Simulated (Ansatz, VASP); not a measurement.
This is a calculation of InPd for VASP 6.6.1.

INCAR

```
PREC = Accurate
ENCUT = 630
EDIFF = 1E-6
ISMEAR = -1
SIGMA = 0.05
LREAL = False
LASPH = True
NELM = 60
ALGO = Normal
ISIF = 3
LWAVE = False
LCHARG = False
GGA = PE
IBRION = 2
NSW = 40
EDIFFG = -0.005
```

The input KPOINTS:

```
Automatic mesh
0
Gamma
  8 8 8
```

POSCAR

```
InPd
1.0
    3.2718847800      0.0000000000      0.0000000000
    0.0000000000      3.2718847800      0.0000000000
    0.0000000000      0.0000000000      3.2718847800
In Pd
1 1
Direct
    0.0000000000      0.0000000000      0.0000000000
    0.5000000000      0.5000000000      0.5000000000
```

Potentials or basis: VASP PAW PBE potentials, release 64 (In_d_GW, Pd_GW).

The run is started by

```sh
$ cat potpaw_PBE.64/In_d_GW/POTCAR potpaw_PBE.64/Pd_GW/POTCAR > POTCAR
$ mpirun -np 1 vasp_std > vasp.out
```

Problem. Translate it to Ansatz 0.2.0. Potentials there: Ansatz PAW.

Solution. As run (the cutoff follows the program's own potentials):

input.yaml

```yaml
crystal:
  lattice:
    - [3.27188478, 0.0, 0.0]
    - [0.0, 3.27188478, 0.0]
    - [0.0, 0.0, 3.27188478]
  atoms:
    - { symbol: In, position: [0.0, 0.0, 0.0] }
    - { symbol: Pd, position: [0.5, 0.5, 0.5] }
hamiltonian:
  xc: pbe
  pseudopotentials: { kind: paw }
kpoints:
  mp_grid: { grid: [8, 8, 8] }
scf:
  occupations: { method: fermi_dirac, width: 0.05 }
output:
  forces: true
  stress: true
  eigenvalues: true
relax:
  f_tol: 0.01
  max_steps: 40
  cell: { stress_tol: 0.05 }
```

Potentials or basis: Ansatz PAW.

Run with:

```sh
$ ansatz run input.yaml --threads 2 --pin off --max-ram 5632MiB --backend cpu --events-out ev --progress --plain --runs-dir out
```

Both were run:

|  | VASP | Ansatz | Ansatz less VASP |
| --- | --- | --- | --- |
| gap on the k mesh at the Fermi level, each at its own relaxed structure (eV) | none | none | - |
| relaxed volume (Å³/atom) | 17.98 | 18.04 | +0.054 |
| relaxed cell length with the largest relative difference (Å) | 3.301 | 3.304 | +0.0033 |
| energy change over the relaxation (meV/atom) | -5 | -6 | -1.1 |

A gap of «none» marks a metal or a gap that the smearing closes. The two sets of potentials don't hold the same shells in valence.

Caveats: the plane-wave basis is chosen anew once the cell has moved, so the energies of steps on either side of that aren't comparable (Ansatz).
